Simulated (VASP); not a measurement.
# ZnS (F-43m) in VASP: band structure with PBE

Aim: the band structure of ZnS with PBE.

All numbers are computed with VASP 6.6.1; they aren't measurements. Logs are shortened: lines on timing, memory, paths and dates and some standing lists are left out, and cuts for length are marked.

**The experiment to reproduce.**

“Electronic, vibrational, and thermodynamic properties of ZnS (zincblende and rocksalt structure)”, 2009, arxiv:0911.5022 quotes, for a bulk crystal of ZnS at 19 K: band gap 3.85 eV (direct).

How close the calculation comes is told below.

### 1 The structure

The structure is cubic, space group F-43m (No. 216). The conventional cell has a = 5.447 Å, b = 5.447 Å, c = 5.447 Å, α = 90.00°, β = 90.00°, γ = 90.00°. Around Zn (site symmetry -43m) lie 4 S at 2.36 Å. S (site symmetry -43m) is surrounded by 4 Zn at 2.36 Å.

### 2 Band structure, PBE

The input, INCAR:

```
PREC = Accurate
ENCUT = 420
EDIFF = 1E-7
ISMEAR = 0
SIGMA = 0.02
LREAL = F
LASPH = T
NELM = 100
ALGO = Normal
ISIF = 2
LWAVE = F
LCHARG = F
GGA = PE
KPAR = 4
```

The input, KPOINTS:

```
regular mesh
0
Gamma
  10 10 10
```

The input, POSCAR:

```
ZnS                                     
1.0
    0.0000000000      2.7235674200      2.7235674200
    2.7235674200      0.0000000000      2.7235674200
    2.7235674200      2.7235674200      0.0000000000
  Zn              S             
     1     1
Direct
     0.2500000000000000    0.2500000000000000    0.2500000000000000
     0.0000000000000000    0.0000000000000000    0.0000000000000000
```

The input, KPOINTS_OPT:

```
path GXWKGLUWLK,UX
20
line-mode
reciprocal
 0.0000000000  0.0000000000  0.0000000000  G
 0.5000000000  0.0000000000  0.5000000000  X

 0.5000000000  0.0000000000  0.5000000000  X
 0.5000000000  0.2500000000  0.7500000000  W

 0.5000000000  0.2500000000  0.7500000000  W
 0.3750000000  0.3750000000  0.7500000000  K

 0.3750000000  0.3750000000  0.7500000000  K
 0.0000000000  0.0000000000  0.0000000000  G

 0.0000000000  0.0000000000  0.0000000000  G
 0.5000000000  0.5000000000  0.5000000000  L

 0.5000000000  0.5000000000  0.5000000000  L
 0.6250000000  0.2500000000  0.6250000000  U

 0.6250000000  0.2500000000  0.6250000000  U
 0.5000000000  0.2500000000  0.7500000000  W

 0.5000000000  0.2500000000  0.7500000000  W
 0.5000000000  0.5000000000  0.5000000000  L

 0.5000000000  0.5000000000  0.5000000000  L
 0.3750000000  0.3750000000  0.7500000000  K

 0.6250000000  0.2500000000  0.6250000000  U
 0.5000000000  0.0000000000  0.5000000000  X
```

Potentials or basis: VASP PAW PBE potentials, release 64 (Zn_GW, S_GW).

The run is started by

```bash
cat potpaw_PBE.64/Zn_GW/POTCAR potpaw_PBE.64/S_GW/POTCAR > POTCAR
mpirun -np 4 vasp_std > vasp.out
```

OUTCAR:

```text
PREC = Accurate
   ENCUT = 420
   EDIFF = 1E-7
   ISMEAR = 0
   LREAL = F
   LASPH = T
   NELM = 100
   ISIF = 2
   GGA = PE

 ion  position               nearest neighbor table
   1  0.250  0.250  0.250-   2 2.36   2 2.36   2 2.36   2 2.36
   2  0.000  0.000  0.000-   1 2.36   1 2.36   1 2.36   1 2.36

  LATTYP: Found a face centered cubic cell.
 ALAT       =     5.4471348400

  Lattice vectors:

 A1 = (   0.0000000000,   2.7235674200,   2.7235674200)
 A2 = (   2.7235674200,   0.0000000000,   2.7235674200)
 A3 = (   2.7235674200,   2.7235674200,   0.0000000000)

Analysis of symmetry for initial positions (statically):
=====================================================================
 Subroutine PRICEL returns:
 Original cell was already a primitive cell.

 Routine SETGRP: Setting up the symmetry group for a
 face centered cubic supercell.

 Subroutine GETGRP returns: Found 24 space group operations
 (whereof 24 operations were pure point group operations)
 out of a pool of 48 trial point group operations.

The static configuration has the point symmetry T_d .

Analysis of symmetry for dynamics (positions and initial velocities):
=====================================================================
 Subroutine PRICEL returns:
 Original cell was already a primitive cell.

 Routine SETGRP: Setting up the symmetry group for a
 face centered cubic supercell.

 Subroutine GETGRP returns: Found 24 space group operations
 (whereof 24 operations were pure point group operations)
 out of a pool of 48 trial point group operations.

The dynamic configuration has the point symmetry T_d .

 Subroutine INISYM returns: Found 24 space group operations
 (whereof 24 operations are pure point group operations),
 and found     1 'primitive' translations

----------------------------------------------------------------------------------------

                                     Primitive cell

  volume of cell :      40.4059

  direct lattice vectors                    reciprocal lattice vectors
     0.000000000  2.723567420  2.723567420    -0.183582751  0.183582751  0.183582751
     2.723567420  0.000000000  2.723567420     0.183582751 -0.183582751  0.183582751
     2.723567420  2.723567420  0.000000000     0.183582751  0.183582751 -0.183582751

  length of vectors
     3.851705983  3.851705983  3.851705983     0.317974652  0.317974652  0.317974652

  position of ions in fractional coordinates (direct lattice)
     0.250000000  0.250000000  0.250000000
     0.000000000  0.000000000  0.000000000

  ion indices of the primitive-cell ions
   primitive index   ion index
[... 88 lines left out ...]
   EFERMI =   0.00;   METHOD = LEGACY
   ISMEAR =     0;   SIGMA  =   0.02  broadening in eV -4-tet -1-fermi 0-gaus
   EFERMI_NEDOS =   21; number of points for ismear=-14 and -15
   IALGO  =     38    algorithm
   IMIX   =      4    mixing-type and parameters
     AMIX     =   0.40;   BMIX     =  1.00
     AMIX_MAG =   1.60;   BMIX_MAG =  1.00
  volume/ion in A,a.u.               =      20.20       136.34
  Fermi-wavevector in a.u.,A,eV,Ry     =   1.250310  2.362742 21.269633  1.563274
  Thomas-Fermi vector in A             =   2.384310
   LORBIT       =      0    0 simple, 1 ext, 2 COOP (PROOUT), +10 PAW based schemes
   GGA     = PE    functional components
   LHFCALC =     F    Hartree Fock is set to
   AEXX    =    0.0000 exact exchange contribution
   IVDW    =     0    specifies the selected vdW correction
   LEPSILON=     F    determine dielectric tensor
   LRPA    =     F    only Hartree local field effects (RPA)
 non-spin polarized calculation
 Gauss-broadening in eV      SIGMA  =   0.02
  energy-cutoff  :      420.00
  volume of cell :       40.41
 maximum number of plane-waves:       804
 NGX is ok and might be reduce to    28
   NGX = 13   NGY = 13   NGZ = 13

 number of electron      17.9999988 magnetization

 Free energy of the ion-electron system (eV)
  ---------------------------------------------------
  ext. energy  EPLUGINS =         0.00000000
  ---------------------------------------------------
  free energy    TOTEN  =        -6.85348783 eV

  energy without entropy =       -6.85348783  energy(sigma->0) =       -6.85348783

 E-fermi :   3.1920     XC(G=0):  -9.6030

 val. band max:        3.0628083148   @ k =   0.0000   0.0000   0.0000
 cond. band min:       5.0702674220   @ k =   0.0000   0.0000   0.0000
 fundamental gap:      2.0074591073
 Fermi energy:         3.1920134058

 k-point     1 :       0.0000    0.0000    0.0000
  band No.  band energies     occupation
      1      -9.9153      2.00000
      2      -3.1776      2.00000
      3      -3.1776      2.00000
      4      -3.1776      2.00000
      5      -2.7068      2.00000
      6      -2.7068      2.00000
      7       3.0628      2.00000
      8       3.0628      2.00000
      9       3.0628      2.00000
     10       5.0703      0.00000
     11       9.4503      0.00000
     12       9.4503      0.00000
     13       9.4503      0.00000
[... 354 lines left out ...]
  band No.  band energies     occupation
      1      -9.0007      2.00000
      2      -3.1784      2.00000
      3      -2.9448      2.00000
      4      -2.9351      2.00000
      5      -2.6806      2.00000
      6      -2.6535      2.00000
      7      -0.6221      2.00000
      8       1.1571      2.00000
      9       1.3592      2.00000
     10       7.1547      0.00000
     11       7.7222      0.00000
     12      11.7448      0.00000
     13      12.6710      0.00000

 [... further k-points ...]

------------------------ aborting loop because EDIFF is reached ----------------------------------------

  FORCE on cell =-STRESS in cart. coord.  units (eV):
  Direction    XX          YY          ZZ          XY          YZ          ZX
  --------------------------------------------------------------------------------------
  -------------------------------------------------------------------------------------
  Total       -0.0887832     -0.0887832     -0.0887832      0.0000000      0.0000000      0.0000000
  in kB       -3.5204423     -3.5204423     -3.5204423      0.0000000      0.0000000      0.0000000
  external PRESSURE =      -3.5204423 kB  Pullay stress =       0.0000000 kB

 VOLUME and BASIS-vectors are now :
 -----------------------------------------------------------------------------
  energy-cutoff  :      420.00
  volume of cell :       40.41
      direct lattice vectors                 reciprocal lattice vectors
     0.000000000  2.723567420  2.723567420    -0.183582751  0.183582751  0.183582751
     2.723567420  0.000000000  2.723567420     0.183582751 -0.183582751  0.183582751
     2.723567420  2.723567420  0.000000000     0.183582751  0.183582751 -0.183582751

 POSITION                                       TOTAL-FORCE (eV/Angst)
 -----------------------------------------------------------------------------------
      1.36178      1.36178      1.36178         0.000000      0.000000      0.000000
      0.00000      0.00000      0.00000        -0.000000     -0.000000     -0.000000
 -----------------------------------------------------------------------------------
    total drift:                               -0.000000     -0.000000     -0.000000

  FREE ENERGIE OF THE ION-ELECTRON SYSTEM (eV)
  ---------------------------------------------------
  free  energy   TOTEN  =        -6.8534878300 eV

  energy  without entropy=       -6.8534878300  energy(sigma->0) =       -6.85348783
```

OSZICAR:

```text
N       E                     dE             d eps       ncg     rms          rms(c)
DAV:   1     0.110509385242E+03    0.11051E+03   -0.72448E+03  1292   0.207E+03
DAV:   2     0.136667302694E+01   -0.10914E+03   -0.10310E+03  1448   0.338E+02
[... 53 lines left out ...]
DAV:   9    -0.206328592910E+04   -0.83464E-07     1206
       N       E                     dE             ncg
DAV:   1     0.204625625442E+05   -0.66355E+04      327
DAV:   2     0.191828945309E+05   -0.12797E+04      347
DAV:   3     0.190795760395E+05   -0.10332E+03      465
DAV:   4     0.190770270741E+05   -0.25490E+01      453
DAV:   5     0.190769328472E+05   -0.94227E-01      497
DAV:   6     0.190769301706E+05   -0.26766E-02      490
DAV:   7     0.190769301272E+05   -0.43354E-04      523
DAV:   8     0.190769301269E+05   -0.30775E-06      368
DAV:   9     0.190769301269E+05   -0.15028E-07      331
```

Wall time 15 s (4 MPI ranks of Intel Xeon Platinum 8488C (Sapphire Rapids), shared host); peak memory 0.16 GiB.

Results:

```yaml
Free_energy: -6.8535 eV
Pressure: -0.4 GPa
Band_gap_on_the_k_mesh: 2.01 eV, direct
Band_gap_along_the_path: 2.01 eV, direct
```

Levels at the corners of the path, in eV from the valence-band top:
| point | band 6 | band 7 | band 8 | band 9 | band 10 | band 11 | band 12 | band 13 |
| --- | --- | --- | --- | --- | --- | --- | --- | --- |
| Γ | -5.77 | 0.00 | 0.00 | 0.00 | 2.01 | 6.39 | 6.39 | 6.39 |
| X | -5.56 | -4.46 | -2.13 | -2.13 | 3.46 | 4.07 | 10.79 | 11.77 |
| X | -5.56 | -4.46 | -2.13 | -2.13 | 3.46 | 4.07 | 10.79 | 11.77 |
| W | -5.39 | -4.47 | -2.63 | -2.62 | 5.70 | 5.92 | 7.80 | 8.21 |
| W | -5.39 | -4.47 | -2.63 | -2.62 | 5.70 | 5.92 | 7.80 | 8.21 |
| K | -5.44 | -4.50 | -3.00 | -1.73 | 4.15 | 5.90 | 9.29 | 9.67 |
| K | -5.44 | -4.50 | -3.00 | -1.73 | 4.15 | 5.90 | 9.29 | 9.67 |
| Γ | -5.77 | 0.00 | 0.00 | 0.00 | 2.01 | 6.39 | 6.39 | 6.39 |
| Γ | -5.77 | 0.00 | 0.00 | 0.00 | 2.01 | 6.39 | 6.39 | 6.39 |
| L | -5.58 | -5.13 | -0.83 | -0.83 | 3.26 | 6.91 | 6.91 | 8.77 |
| L | -5.58 | -5.13 | -0.83 | -0.83 | 3.26 | 6.91 | 6.91 | 8.77 |
| U | -5.44 | -4.50 | -3.00 | -1.73 | 4.15 | 5.90 | 9.29 | 9.67 |
| U | -5.44 | -4.50 | -3.00 | -1.73 | 4.15 | 5.90 | 9.29 | 9.67 |
| W | -5.39 | -4.47 | -2.63 | -2.62 | 5.70 | 5.92 | 7.80 | 8.21 |
| W | -5.39 | -4.47 | -2.63 | -2.62 | 5.70 | 5.92 | 7.80 | 8.21 |
| L | -5.58 | -5.13 | -0.83 | -0.83 | 3.26 | 6.91 | 6.91 | 8.77 |
| L | -5.58 | -5.13 | -0.83 | -0.83 | 3.26 | 6.91 | 6.91 | 8.77 |
| K | -5.44 | -4.50 | -3.00 | -1.73 | 4.15 | 5.90 | 9.29 | 9.67 |
| U | -5.44 | -4.50 | -3.00 | -1.73 | 4.15 | 5.90 | 9.29 | 9.67 |
| X | -5.56 | -4.46 | -2.13 | -2.13 | 3.46 | 4.07 | 10.79 | 11.77 |

### 3 Comparison with measurements

Step 2. Against the measured gap of ZnS, 3.85 eV (direct; 19 K; quoted in “Electronic, vibrational, and thermodynamic properties of ZnS (zincblende and rocksalt structure)”, 2009, arxiv:0911.5022), the calculated 2.01 eV is off by -1.84 eV. The value is that of PBE, without temperature or zero-point motion. Semilocal functionals fall short of measured gaps as a rule.
